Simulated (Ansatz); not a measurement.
Si2Mo, 9 atoms in the cell. The structure is hexagonal, space group P6_222 (No. 180). The conventional cell has a = 4.585 Å, b = 4.585 Å, c = 6.580 Å, α = 90.00°, β = 90.00°, γ = 120.00°. Around Mo (site symmetry 222) lie 10 Si at 2.57 to 2.67 Å. Around Si (site symmetry 2) lie 5 Si at 2.55 to 2.67 Å and 5 Mo at 2.57 to 2.67 Å. Measurements of this composition are mostly on another form, of space group No. 139.

* Program: Ansatz 0.2.0
* Task: electric field gradients
* Functional: PBE
* Potentials or basis: all-electron PAW datasets made for the crystal
* Cutoff: 300 eV (chosen from the basis error)
* k mesh: 7 × 7 × 4
* Occupations: fermi-dirac, width 0.05 eV
* Spin: no spin polarisation

Potentials or basis: all-electron PAW datasets made for the crystal.

Launch:

```bash
$ ansatz run input.yaml --threads 8 --pin off --max-ram 24576MiB --backend cpu --events-out ev --progress --plain --runs-dir out
```

Hardware: 8 threads of Intel(R) Xeon(R) 6975P-C (Granite Rapids), on a shared host.

Task: Estimate the wall time of this run.

Result: Wall time 6.1 s on 8 threads of Intel(R) Xeon(R) 6975P-C (Granite Rapids) (shared host), peak memory 1.1 GiB. Counts: scf iterations 11, plane waves 1459, k points 24, bands 30.
